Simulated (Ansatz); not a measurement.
# Sn9O16: the cost of one run

Computed with Ansatz 0.2.0 (DFT PBE, scalar-relativistic, plane waves, PAW, unless a step's input says otherwise).

1 further run of the same task is left out (set aside as unsound or not needed).

### Step 1. Starting point

It takes space group P4_2/mnm (No. 136, tetragonal). Conventional cell: a = 4.827 Å, b = 4.827 Å, c = 3.238 Å, α = 90.00°, β = 90.00°, γ = 90.00°. Sn (site symmetry mmm) is surrounded by 6 O at 2.09 Å. O (site symmetry m2m) is surrounded by 3 Sn at 2.09 Å.

Structure file:

```cif
data_structure
_symmetry_space_group_name_H-M 'P 1'
_symmetry_Int_Tables_number 1
_cell_length_a 4.8272
_cell_length_b 4.8272
_cell_length_c 3.2382
_cell_angle_alpha 90.000
_cell_angle_beta 90.000
_cell_angle_gamma 90.000
_cell_volume 75.45
loop_
_atom_site_label
_atom_site_type_symbol
_atom_site_fract_x
_atom_site_fract_y
_atom_site_fract_z
_atom_site_occupancy
Sn1 Sn 0.50000 0.50000 0.50000 1
Sn2 Sn 0.00000 0.00000 0.00000 1
O1 O 0.19342 0.80658 0.50000 1
O2 O 0.80658 0.19342 0.50000 1
O3 O 0.30658 0.30658 0.00000 1
O4 O 0.69342 0.69342 0.00000 1
```

It goes back to an entry of the Materials Project.

It is the result of an earlier relaxation at this level (volume 12.58 Å³/atom; gap on the mesh: 0.68 eV).

The host's static dielectric tensor, from an earlier linear-response run, has a mean of 12.98.

The perfect supercell (rows -1 -1 0; 1 -1 0; 0 1 2 in vectors of this cell) was computed beforehand with the same settings: E(σ→0) = -57271.8735 eV for 24 atoms, gap 0.68 eV on its own mesh.

### Step 2. Making the defect

The extra atom is put at (0.875, 0.025, 0.250) of the supercell, the middle of a void of radius 1.80 Å. A small random displacement (spread 0.06 Å) lets the symmetry of the site break. Its neighbours are 2 O at 1.80 Å, 1 O at 1.82 Å, 1 Sn at 1.84 Å.

### Step 3. Charge state 0

Contents of input.yaml:

```yaml
crystal:
  lattice:
    - [-4.8271903414, -4.8271903414, 0.0]
    - [4.8271903414, -4.8271903414, 0.0]
    - [0.0, 4.8271903414, 6.4763045005]
  atoms:
    - { symbol: Sn, position: [0.125, 0.625, 0.25] }
    - { symbol: Sn, position: [0.375, 0.875, 0.75] }
    - { symbol: Sn, position: [0.6206064566, 0.141851894, 0.2569375328] }
    - { symbol: Sn, position: [0.875, 0.375, 0.75] }
    - { symbol: Sn, position: [0.0, 0.0, 0.0] }
    - { symbol: Sn, position: [0.25, 0.25, 0.5] }
    - { symbol: Sn, position: [0.5, 0.5, 0.0] }
    - { symbol: Sn, position: [0.75, 0.75, 0.5] }
    - { symbol: O, position: [0.125, 0.3184234768, 0.25] }
    - { symbol: O, position: [0.375, 0.5684234768, 0.75] }
    - { symbol: O, position: [0.625, 0.8184234768, 0.25] }
    - { symbol: O, position: [0.875, 0.0684234768, 0.75] }
    - { symbol: O, position: [0.1223006136, 0.939964611, 0.2554827311] }
    - { symbol: O, position: [0.375, 0.1815765232, 0.75] }
    - { symbol: O, position: [0.625, 0.4315765232, 0.25] }
    - { symbol: O, position: [0.875, 0.6815765232, 0.75] }
    - { symbol: O, position: [0.1934234768, 0.5, 0.0] }
    - { symbol: O, position: [0.4434234768, 0.75, 0.5] }
    - { symbol: O, position: [0.6995881901, 0.012265096, 0.0141960255] }
    - { symbol: O, position: [0.930461824, 0.26656987, 0.4792655917] }
    - { symbol: O, position: [0.8065765232, 0.5, 0.0] }
    - { symbol: O, position: [0.0565765232, 0.75, 0.5] }
    - { symbol: O, position: [0.3065765232, 0.0, 0.0] }
    - { symbol: O, position: [0.5565765232, 0.25, 0.5] }
    - { symbol: Sn, position: [0.8869562924, 0.0302572154, 0.2596456685] }
  host:
    lattice:
      - [4.8271903414, 0.0, 0.0]
      - [0.0, 4.8271903414, 0.0]
      - [0.0, 0.0, 3.2381522502]
    atoms:
      - { symbol: Sn, position: [0.5, 0.5, 0.5] }
      - { symbol: Sn, position: [0.0, 0.0, 0.0] }
      - { symbol: O, position: [0.1934234768, 0.8065765232, 0.5] }
      - { symbol: O, position: [0.8065765232, 0.1934234768, 0.5] }
      - { symbol: O, position: [0.3065765232, 0.3065765232, 0.0] }
      - { symbol: O, position: [0.6934234768, 0.6934234768, 0.0] }
basis:
  ecutwfc: 420
  xc_grid: 2
kpoints:
  mp_grid: { grid: [3, 3, 3], shift: [0.0, 0.0, 0.0] }
hamiltonian:
  xc: pbe
scf:
  occupations: { method: gaussian, width: 0.01 }
output:
  forces: true
  stress: false
  eigenvalues: true
  charged_corrections:
    defect_position: [0.875, 0.025, 0.25]
    epsilon: [[14.0248, 0.0, 0.0], [0.0, 14.0248, 0.0], [0.0, 0.0, 10.8937]]
  write_density: true
  write_potential: true
  elf: true
  volumetric_format: npy
relax:
  adjacent_minimum: "off"
  f_tol: 0.025
  max_steps: 45
```

Started as:

```bash
$ ansatz run input.yaml --threads 4 --pin off --max-ram 10240MiB --backend cpu --events-out ev --progress --plain --runs-dir out
```

What time and memory should one allow on 4 threads of Intel Xeon at 2.50GHz (Skylake/Cascade Lake), shared host?

About 11 min, with a peak of 1.3 GiB.
